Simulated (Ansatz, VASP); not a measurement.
Mg in VASP and in Ansatz

File INCAR:

```
PREC     = Accurate       # precision mode
ENCUT    = 520            # plane-wave cutoff, eV
EDIFF    = 1E-6           # SCF threshold, eV
ISMEAR   = -1             # smearing method
SIGMA    = 0.05           # smearing width, eV
LREAL    = False          # projectors in reciprocal space
LASPH    = True           # aspherical terms in the spheres
NELM     = 100            # most SCF steps
ALGO     = Normal         # electronic algorithm
ISIF     = 2              # what is computed and relaxed
LWAVE    = False          # write WAVECAR
LCHARG   = False          # write CHGCAR
GGA      = PE             # functional
NBANDS   = 7              # bands
```

KPOINTS

```
Automatic mesh
0
Gamma
  11 10 9
```

Contents of POSCAR:

```
Mg
1.0
    2.9294923200     -0.2682621600     -0.2756549300
   -1.6970680000      2.8075733800      0.0125646900
   -0.2751613100     -0.1443819800      3.1287690200
Mg
1
Direct
    0.0000000000      0.0000000000      0.0000000000
```

Contents of input.yaml:

```yaml
crystal:
  lattice:
    - [2.92949232, -0.26826216, -0.27565493]
    - [-1.697068, 2.80757338, 0.01256469]
    - [-0.27516131, -0.14438198, 3.12876902]
  atoms:
    - { symbol: Mg, position: [0.0, 0.0, 0.0] }
kpoints:
  mp_grid: { grid: [11, 10, 9] }
scf:
  occupations: { method: fermi_dirac, width: 0.05 }
hamiltonian:
  xc: pbe
  pseudopotentials: { kind: all_electron, lapw: { basis_error: 0.001 } }
output:
  forces: true
  stress: true
  eigenvalues: true
  populations: true
```

Change from the starting cell: cell sheared at random, sigma 0.1, atoms nudged by 0.01 Å.

Alike in both runs: task single point; functional PBE; k mesh 11 × 10 × 9; occupations fermi-dirac, width 0.05 eV; no spin polarisation.

|  | VASP | Ansatz |
| --- | --- | --- |
| version | VASP 6.6.1 | Ansatz 0.2.0 |
| potentials or method | VASP PAW PBE potentials, release 64 (Mg) | all-electron LAPW, scalar-relativistic |
| plane-wave cutoff (eV) | 520 | see its input |

VASP gave:

- gap on the k mesh at the Fermi level (eV): none
- pressure (GPa): 2.6
- largest component of the traceless stress (GPa): 4.49

Q: Estimate Ansatz's values.

A: gap on the k mesh at the Fermi level (eV): none; pressure (GPa): 2.7; largest component of the traceless stress (GPa): 4.47.

A gap of «none» marks a metal or a gap that the smearing closes. Ansatz ran all-electron here, so the differences hold the error of VASP's frozen core and of both bases.
